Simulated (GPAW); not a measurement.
Runs of GPAW 26.7.0 on LiCl. Symmetry: Fm-3m, No. 225, cubic system. Conventional cell: a = 5.130 Å, b = 5.130 Å, c = 5.130 Å, α = 90.00°, β = 90.00°, γ = 90.00°. Cl (site symmetry m-3m) is surrounded by 6 Li at 2.56 Å. Li (site symmetry m-3m) has 6 Cl at 2.56 Å as nearest neighbours. 

| task | level | potentials or basis | k mesh | cutoff (eV) | eigensolver | band path | band points | hybrids on these orbitals | oneshot functional | gap on the mesh (eV) | pressure (GPa) |
| --- | --- | --- | --- | --- | --- | --- | --- | --- | --- | --- | --- |
| band structure | OLYP | PAW data sets generated in the run's folder for this functional, pw | 7 × 7 × 7 | 800 | davidson | GXWKGLUWLK,UX | 100 | - | - | 7.00 | (c) |
| band structure | revTPSS | GPAW PAW data sets (gpaw-data 1.2.1), pw | 7 × 7 × 7 | 800 | davidson | GXWKGLUWLK,UX | 80 | - | - | 6.57 | (a) |
| one-shot levels of the hybrid HSE06 | LDA | the program's PAW data sets (release 1.2.1) made for this functional, pw | 6 × 6 × 6 | 600 | - | - | - | ["HSE06", "YS-PBE0", "HSE03"] | HSE06 | (b) | -2.9 |
| band structure | r2SCAN | GPAW PAW data sets (gpaw-data 1.2.1), pw | 7 × 7 × 7 | 800 | - | GXWKGLUWLK,UX | 60 | - | - | 7.23 | 0.0 |

Alike in all rows: no spin polarisation; cell as given; smearing fermi-dirac 0.05 eV.

Problem. Fill in the values left out.

Solution. (a) -0.2; (b) 5.99; (c) 3.3.

Caveats: the PAW data sets were made with another functional, which shifts forces and pressure a little (some runs); the cutoff is short for stress and forces, so pressures can be off by a GPa or more (some runs); energy and the plain gap are those of the semilocal run (some runs); the hybrids' values are one shot on its orbitals and mesh (some runs).

A k mesh can miss the band edges.

Runs at the PBE level aren't shown here.
